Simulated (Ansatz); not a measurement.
## Quasi-harmonic thermodynamics of AlP (F-43m)

Wanted: α(T), C_P(T) and B(T) of AlP in the quasi-harmonic approximation.

Measurements to reproduce:
- heat capacity C_P per formula unit 42 J/mol/K and bulk modulus 86 GPa near room temperature (given in “High-Throughput Prediction of Finite-Temperature Properties using the Quasi-Harmonic Approximation”, 2016, arXiv:1603.06924)

Main program and level: Ansatz 0.2.0; DFT LDA, scalar-relativistic, plane waves, PAW.

The database entry behind the starting cell differs from later determinations by our own check (0.1 to 0.3 % short, probably kX units), so it need not match the best structure at ambient conditions.

## Step 1: The starting structure

Symmetry: F-43m, No. 216, cubic system. Conventional cell: a = 5.451 Å, b = 5.451 Å, c = 5.451 Å, α = 90.00°, β = 90.00°, γ = 90.00°. Nearest to Al lie 4 P at 2.36 Å. P has 4 Al at 2.36 Å nearest. Farther neighbours are not listed.

## Step 2: A first coarse run

Before spending time, one coarse run tells the gap and the pressure of the starting cell.

input.yaml reads:

```yaml
crystal:
  lattice:
    - [0.0, 2.7255, 2.7255]
    - [2.7255, 0.0, 2.7255]
    - [2.7255, 2.7255, 0.0]
  atoms:
    - { symbol: Al, position: [0.0, 0.0, 0.0] }
    - { symbol: P, position: [0.25, 0.25, 0.25] }
kpoints:
  mp_grid: { grid: [6, 6, 6] }
hamiltonian:
  xc: lda
scf:
  occupations: { method: gaussian, width: 0.1 }
output:
  forces: true
  stress: true
  eigenvalues: true
```

Launch:

```sh
ansatz run input.yaml --threads 4 --pin off --max-ram 16384MiB --backend cpu --events-out ev --progress --plain --runs-dir out
```

Numbers of over 12 decimals in the logs are rounded to 6 here.

The log of the run:

```text
Engine: ansatz 0.2.0, x86_64-unknown-linux-gnu
Pseudopotentials: kind: paw
Pseudopotential: Al, paw, valence charge 3, recommended cutoff 420 eV (normal), Al.paw.azcp
Pseudopotential: P, paw, valence charge 5, recommended cutoff 420 eV (normal), P.paw.azcp
Functional definition: SPW92
  exchange = slater_x
  correlation = pw_c
Crystal: 2 atoms, lattice volume = 40.492 Å³
Basis set: ecut = 420 eV, 749 PW (Γ)
Bands: 8, of which v1, the nominal top of the filled ones, is band 4 counted from 1 (3 counted from 0)
Symmetry: 24 space group operations
Space group: F-43m (ITA 216), of the structure as read, at distance tolerance 3.4e-5 Å
k-points: 16 of 216 (time reversal used)
Non-local potential: Al, projectors of the file, l = 0: 2, l = 1: 2, l = 2: 1
Non-local potential: P, projectors of the file, l = 0: 2, l = 1: 2, l = 2: 2
PAW form: soft (Blöchl's): semilocal exchange-correlation on the pseudo side does not see the compensation charge
PAW frozen core: Al, regenerated for the run's functional, and the local potential with it (the file was generated under x = pbe(κ = 0.804, μ = 0.219515), c = pbe(β = 0.066725))
PAW frozen core: P, regenerated for the run's functional, and the local potential with it (the file was generated under x = pbe(κ = 0.804, μ = 0.219515), c = pbe(β = 0.066725))
PAW one-centre angular grid: Al, 110 points (default); XC on 64 Gauss nodes
PAW one-centre angular grid: P, 110 points (default); XC on 64 Gauss nodes
Initial density: superposition of atomic densities (neutral atoms: chi_scale 0, normalization atom), corrected by the library's trained network
Initial wavefunctions: pseudopotential atomic-orbital guess
Functional: x = slater, c = lda
SCF iter   1: F=—  HF=-1240.033910 eV  |F-HF|=—  |Δ(HF+E_count)|=         —  Δρ=4.15e-3  dr2=6.71e-3  ethr=1.77e-3  ⟨swp⟩=5.8  Hψ=1166  notcnv=0
preconditioner: auto → none  [insulator: Δε(μ)=1.400 eV  Ē_g=9.888 eV  σ=0.100 eV  W_gap=1.00  n_scr=8 (ndim 8)  ℏωp=16.5 eV  f_vac=0.000  D(μ)=0.00/eV (n_scr^D=0)  ε∞_Penn≈3.8]
SCF iter   2: F=—  HF=-1240.032026 eV  |F-HF|=—  |Δ(HF+E_count)|=   1.88e-3  Δρ=1.88e-3  dr2=8.68e-4  ethr=8.38e-5  ⟨swp⟩=1.8  Hψ=287  notcnv=0
SCF iter   3: F=—  HF=-1240.031836 eV  |F-HF|=—  |Δ(HF+E_count)|=   1.89e-4  Δρ=4.40e-4  dr2=7.21e-5  ethr=1.09e-5  ⟨swp⟩=2.1  Hψ=178  notcnv=0
SCF iter   4: F=—  HF=-1240.031825 eV  |F-HF|=—  |Δ(HF+E_count)|=   1.17e-5  Δρ=3.24e-5  dr2=4.35e-7  ethr=9.02e-7  ⟨swp⟩=2.1  Hψ=181  notcnv=0
iter 5 did not close the SCF: its close was put off for the readings that it lacked (scf_convergence_deferred on its scf_iter line)
SCF iter   5: F=-1240.031824 eV  HF=-1240.031825 eV  |F-HF|=1.81e-8  |Δ(HF+E_count)|=   1.10e-7  Δρ=7.66e-6  dr2=2.83e-8  ethr=5.44e-9  ⟨swp⟩=2.2  Hψ=205  notcnv=0
SCF iter   6: F=-1240.031824 eV  HF=-1240.031824 eV  |F-HF|=2.61e-11  |Δ(HF+E_count)|=   1.00e-8  Δρ=5.41e-7  dr2=1.35e-10  ethr=3.54e-10  ⟨swp⟩=4.1  Hψ=771  notcnv=0
SCF 1 converged in 6 iterations: F = -1240.031824 eV  dr2 = 1.35e-10
  greatest PAW one-centre occupation: 0.777 electrons in one spin orbital (limit 2), on the P atom at site 1 (counted from 0), in its partial waves of l = 0
SCF converged after 6 iterations
Free energy (F): -1240.031824 eV
Harris-Foulkes:  -1240.031824 eV  (|F-HF|=2.61e-11)
Internal energy: -1240.031824 eV  (E = F + TS)
E sigma→0 (E₀):  -1240.031824 eV
Fermi energy:    5.634988 eV
--- Per-component energies (eV) ---
  E_band       = 3.568624
  E_kinetic    = 94.264222
  E_local      = -83.805412  (includes V_loc(G=0)·N_el)
  E_nonlocal   = 46.643614
  E_hartree    = 24.728001
  E_xc         = -100.799199
  E_vxc        = -90.523575  (∫ρ·V_xc dr)
  E_paw        = -983.562204  (= ΣΔE_a)
  E_vpaw       = -12.466301  (= ΣTr[D̂ρ^β])
  E_aug_tail   = -0.000001  (compensation charges beyond the density's cutoff)
  E_ewald      = -237.673915
  E_core_change = 0.173068  (= ΣΔE_core)
  E_smearing   = -0.000000  (= −TS)
  E_closure    = 0.000000  (closes the sum)
  Σ components = -1240.031824   (vs F -1240.031824, Δ=0.00e0)
--- Forces (eV/Å), atoms counted from 1 ---
  atom   1  Al     0.00000000    -0.00000000     0.00000000
  atom   2  P     -0.00000000     0.00000000     0.00000000
  max |Σ_I F_I| component: 3.70e-17 eV/Å
--- Stress (GPa, compression-positive) ---
       -0.794595      -0.000000      -0.000000
        0.000000      -0.794595       0.000000
       -0.000000       0.000000      -0.794595
  P = ⅓ Tr σ = -0.7946 GPa (-7.946 kbar)
--- Band table (eV; the first three rows and the last of 16) ---
  k-point 0: bands = ["-6.6193", "4.9184", "4.9184", "4.9184", "8.0648", "9.3970", "9.3970", "9.3970"]
  k-point 1: bands = ["-6.3130", "3.0133", "4.6729", "4.6729", "8.4177", "9.8320", "9.8320", "10.4660"]
  k-point 2: bands = ["-5.5127", "0.5253", "4.2992", "4.2992", "7.8374", "9.8777", "9.8777", "12.6987"]
  k-point 15: bands = ["-4.1998", "-0.1799", "1.9607", "2.2044", "8.1180", "9.1162", "12.4594", "12.8122"]
```

It took 1.3 s on 4 threads of Intel Xeon Platinum 8488C (Sapphire Rapids), shared host; peak memory 0.33 GiB.

This step gave:

```yaml
pressure: -0.7946 GPa
gap_on_the_k_mesh: 1.433 eV
volume_per_atom: 20.25 Å³
```

The start is under -0.79 GPa at this level and looks like an insulator or semiconductor on this mesh.

## Step 3: Relaxation

Phonons are second derivatives about a minimum, so cell and atoms are relaxed first, inside the symmetry of the start.

input.yaml, the sections that differ from step 2:

```yaml
kpoints:
  mp_grid: { grid: [8, 8, 8] }
scf:
  occupations: { method: gaussian, width: 0.02 }
relax:
  adjacent_minimum: "off"
  f_tol: 0.005
  max_steps: 80
  cell: { stress_tol: 0.05 }
# crystal, hamiltonian, output: as in step 2
```

The log of the run:

```text
[...]
Crystal: 2 atoms, lattice volume = 40.492 Å³
Basis set: ecut = 420 eV, 749 PW (Γ)
Bands: 8, of which v1, the nominal top of the filled ones, is band 4 counted from 1 (3 counted from 0)
Symmetry: 24 space group operations
[...]
k-points: 29 of 512 (time reversal used)
[...]
SCF iter   1: F=—  HF=-1240.042711 eV  |F-HF|=—  |Δ(HF+E_count)|=         —  Δρ=4.31e-3  dr2=7.57e-3  ethr=1.77e-3  ⟨swp⟩=6.5  Hψ=2264  notcnv=0
[...]
SCF iter   6: F=-1240.040365 eV  HF=-1240.040365 eV  |F-HF|=7.98e-11  |Δ(HF+E_count)|=   3.53e-9  Δρ=5.32e-7  dr2=1.89e-10  ethr=1.88e-10  ⟨swp⟩=3.6  Hψ=1283  notcnv=0
SCF 1 converged in 6 iterations: F = -1240.040365 eV  dr2 = 1.89e-10
[...]
relax step   1: F+E_penalty+E_count = -1240.04036493 eV  Δ(F+E_penalty+E_count) = +0.000e0 eV  max|allowed force component| = 1.850e-16 eV/Å  Δτ_max = 0.0000 Å  P = -0.831 GPa  Ω = 40.492 Å³  (6 SCF iters, dr2 threshold 1.00e-7 eV, accepted)
Crystal: 2 atoms, lattice volume = 40.212 Å³
[...]
iter 1 solved again at ethr=1.47e-6 eV; its pass at ethr=3.10e-3 eV (dr2=1.17e-4 eV) is discarded
[...]
SCF iter   4: F=-1240.041365 eV  HF=-1240.041365 eV  |F-HF|=8.48e-9  |Δ(HF+E_count)|=   3.00e-7  Δρ=8.08e-6  dr2=1.95e-8  ethr=2.50e-9  ⟨swp⟩=6.8  Hψ=1308  notcnv=0
SCF 2 converged in 4 iterations: F = -1240.041365 eV  dr2 = 1.95e-8
relax step   2: F+E_penalty+E_count = -1240.04136473 eV  Δ(F+E_penalty+E_count) = -9.998e-4 eV  max|allowed force component| = 5.320e-17 eV/Å  Δτ_max = 0.0000 Å  P = -0.218 GPa  Ω = 40.212 Å³  energy of the carried Pulay correction = +8.016e-5 eV  (4 SCF iters, dr2 threshold 2.00e-7 eV, accepted)
Crystal: 2 atoms, lattice volume = 40.113 Å³
[...]
SCF iter   3: F=-1240.041459 eV  HF=-1240.041459 eV  |F-HF|=5.57e-8  |Δ(HF+E_count)|=   4.96e-7  Δρ=1.43e-5  dr2=9.84e-8  ethr=1.48e-9  ⟨swp⟩=7.0  Hψ=1374  notcnv=0
SCF 3 converged in 3 iterations: F = -1240.041459 eV  dr2 = 9.84e-8
relax step   3: F+E_penalty+E_count = -1240.04145917 eV  Δ(F+E_penalty+E_count) = -9.443e-5 eV  max|allowed force component| = 5.089e-17 eV/Å  Δτ_max = 0.0000 Å  P = +0.002 GPa  Ω = 40.113 Å³  energy of the carried Pulay correction = +1.085e-4 eV  (3 SCF iters, dr2 threshold 1.19e-7 eV, accepted)
[...]
SCF iter   4: F=-1240.041342 eV  HF=-1240.041342 eV  |F-HF|=1.14e-12  |Δ(HF+E_count)|=  5.01e-10  Δρ=2.08e-7  dr2=1.06e-11  ethr=1.00e-12  ⟨swp⟩=5.8  Hψ=1455  notcnv=0
SCF 4 converged in 4 iterations: F = -1240.041342 eV  dr2 = 1.06e-11
relax step   4: F+E_penalty+E_count = -1240.04134191 eV  Δ(F+E_penalty+E_count) = +1.173e-4 eV  max|allowed force component| = 6.939e-17 eV/Å  Δτ_max = 0.0000 Å  P = -0.001 GPa  Ω = 40.113 Å³  stress off target by 1.03e-3 GPa  SCF on the basis re-selected at this cell (its energy is not comparable with the rows above)  (4 SCF iters)
basis re-selected at this cell: Δ(F+E_penalty+E_count) = +1.173e-4 eV, ΔP = -0.003 GPa vs the last step (what re-selecting the basis moved, of the pressure what is left beyond the Pulay correction that the steps carried, after the strain that the cell walked since its last selection, with what the two solves' SCF thresholds leave and, on support functions, any second-order correction that the steps lacked; it is no m [...]
SCF converged after 4 iterations
Free energy (F): -1240.041342 eV
[...]
Internal energy: -1240.041342 eV  (E = F + TS)
E sigma→0 (E₀):  -1240.041342 eV
Fermi energy:    5.714211 eV
[...]
--- Stress (GPa, compression-positive) ---
       -0.001025       0.000000      -0.000000
        0.000000      -0.001025       0.000000
       -0.000000       0.000000      -0.001025
  P = ⅓ Tr σ = -0.0010 GPa (-0.010 kbar)
--- Band table (eV; the first three rows and the last of 29) ---
[...]
--- Relaxed structure (3 steps of the walk, 3 accepted, 1 SCFs on fresh bases) ---
  F+E_penalty+E_count = -1240.04134191 eV   max|allowed force component| = 6.939e-17 eV/Å   (the final SCF, on the basis selected at the relaxed cell)
  cell:  # Å, volume = 40.1133 Å³
    - [0, 2.716978, 2.716978]
    - [2.716978, 0, 2.716978]
    - [2.716978, 2.716978, 0]
  atoms:
    - { symbol: Al, position: [0, 0, 0] }
    - { symbol: P, position: [0.25, 0.25, 0.25] }
```

The job ended after 1.3 s (4 threads; peak memory 0.37 GiB; 4.3 s of CPU time).

Relaxation path:

| step | energy less that of the first step (eV) | largest force component (eV/Å) | pressure (GPa) | volume (Å³) |
| --- | --- | --- | --- | --- |
| 1 | 0.0000 | 0.0000 | -0.83 | 40.49 |
| 2 | -0.0010 | 0.0000 | -0.22 | 40.21 |
| 3 | -0.0011 | 0.0000 | 0.00 | 40.11 |
| 4* | -0.0010 | 0.0000 | 0.00 | 40.11 |

Relaxation steps marked * repeat the geometry before them on a plane-wave basis chosen anew for their cell, so energy and pressure can jump there.

The run keeps the 24 symmetry operations that it works with, so distortions that break them were not tested.

| conventional cell, symmetrised | before | after | change |
| --- | --- | --- | --- |
| a (Å) | 5.451 | 5.434 | -0.3 % |
| b (Å) | 5.451 | 5.434 | -0.3 % |
| c (Å) | 5.451 | 5.434 | -0.3 % |
| volume (Å³/atom) | 20.25 | 20.06 | -0.9 % |

Final coordinates:

```xyz
2
Lattice="0.0000 2.7170 2.7170 2.7170 0.0000 2.7170 2.7170 2.7170 0.0000" Properties=species:S:1:pos:R:3 pbc="T T T"
Al    0.0000    0.0000    0.0000
P     1.3585    1.3585    1.3585
```

This step gave:

```
pressure          : -0.001025 GPa
gap on the k-mesh : 1.419 eV
volume per atom   : 20.06 Å³
```

The relaxation ends with a pressure of 0.00 GPa.

## Step 4: Relaxing to small residual forces and stress

The thresholds are tightened for a last relaxation ahead of the phonons, and where mesh or smearing change with them the cell follows.

input.yaml, the sections that differ from step 3:

```yaml
crystal:
  lattice:
    - [0.0, 2.7169780647, 2.7169780647]
    - [2.7169780647, 0.0, 2.7169780647]
    - [2.7169780647, 2.7169780647, 0.0]
  atoms:
    - { symbol: Al, position: [0.0, 0.0, 0.0] }
    - { symbol: P, position: [0.25, 0.25, 0.25] }
scf:
  occupations: { method: fixed }
relax:
  adjacent_minimum: "off"
  f_tol: 0.001
  max_steps: 60
  cell: { stress_tol: 0.01 }
# kpoints, hamiltonian, output: as in step 3
```

The log of the run:

```text
[...]
Crystal: 2 atoms, lattice volume = 40.113 Å³
Basis set: ecut = 420 eV, 749 PW (Γ)
Bands: 8, of which v1, the nominal top of the filled ones, is band 4 counted from 1 (3 counted from 0)
Symmetry: 24 space group operations
[...]
k-points: 29 of 512 (time reversal used)
[...]
P = ⅓ Tr σ = -0.0010 GPa (-0.010 kbar)
--- Band table (eV; the first three rows and the last of 29) ---
[...]
--- Relaxed structure (1 steps of the walk, 1 accepted, 1 SCFs on fresh bases) ---
[...]
cell:  # Å, volume = 40.1133 Å³
    - [0.0, 2.7169780647, 2.7169780647]
    - [2.7169780647, 0.0, 2.7169780647]
    - [2.7169780647, 2.7169780647, 0.0]
  atoms:
    - { symbol: Al, position: [0.0, 0.0, 0.0] }
    - { symbol: P, position: [0.250000, 0.250000, 0.250000] }
[key lines of the parts left out:]
SCF converged after 4 iterations
Free energy (F): -1240.041342 eV
Fermi energy:    5.004473 eV
```

It took 0.63 s on 4 threads; peak memory 0.35 GiB.

Little changed from the start: no atom moved by 0.005 Å and no cell edge by 0.1 %.

Numbers from this step:

```
pressure : -0.001030 GPa
```

The residual pressure is -0.0010 GPa, small enough for phonons.

## Step 5: A new level, relaxed again

The functional, the potentials or the cutoff change, so the crystal is relaxed again at the new setting.

Changes to input.yaml since step 4:

```diff
@@ -18,2 +18,4 @@
   eigenvalues: true
+basis:
+  ecutwfc: 550.0
 relax:
```

A higher cutoff as a rule lowers the total energy; the question is whether the property still moves.

The log of the run:

```text
[...]
Crystal: 2 atoms, lattice volume = 40.113 Å³
Basis set: ecut = 550 eV, 1211 PW (Γ)
Bands: 8, of which v1, the nominal top of the filled ones, is band 4 counted from 1 (3 counted from 0)
Symmetry: 24 space group operations
[...]
k-points: 29 of 512 (time reversal used)
[...]
P = ⅓ Tr σ = -0.0074 GPa (-0.074 kbar)
--- Band table (eV; the first three rows and the last of 29) ---
[...]
--- Relaxed structure (1 steps of the walk, 1 accepted, 1 SCFs on fresh bases) ---
[...]
cell:  # Å, volume = 40.1133 Å³
    - [0.0, 2.7169780647, 2.7169780647]
    - [2.7169780647, 0.0, 2.7169780647]
    - [2.7169780647, 2.7169780647, 0.0]
  atoms:
    - { symbol: Al, position: [0.0, 0.0, 0.0] }
    - { symbol: P, position: [0.250000, 0.250000, 0.250000] }
[key lines of the parts left out:]
SCF converged after 5 iterations
Free energy (F): -1240.042698 eV
Fermi energy:    5.004160 eV
```

Elapsed: 1.9 s, on 4 threads; peak memory 0.34 GiB.

Little changed from the start: no atom moved by 0.005 Å and no cell edge by 0.1 %.

Numbers from this step:

| Property | Result |
| --- | --- |
| pressure | -0.007352 GPa |
| gap on the k-mesh | 1.420 eV |

The residual pressure is -0.0074 GPa, small enough for phonons.

(Continued in part 2 of 3.)

[Logs are printed without paths, hosts, clocks, repeated set-up lines and the standing remarks that a program may print on its own settings, such as how far it seeks lower states.]

[Hosts, paths, dates, database ids (printed as entryN), source tags and the programs' standing remarks are cut or masked in the printed files.]

[A step with changed settings may run another functional than the one named; its input shows which.]
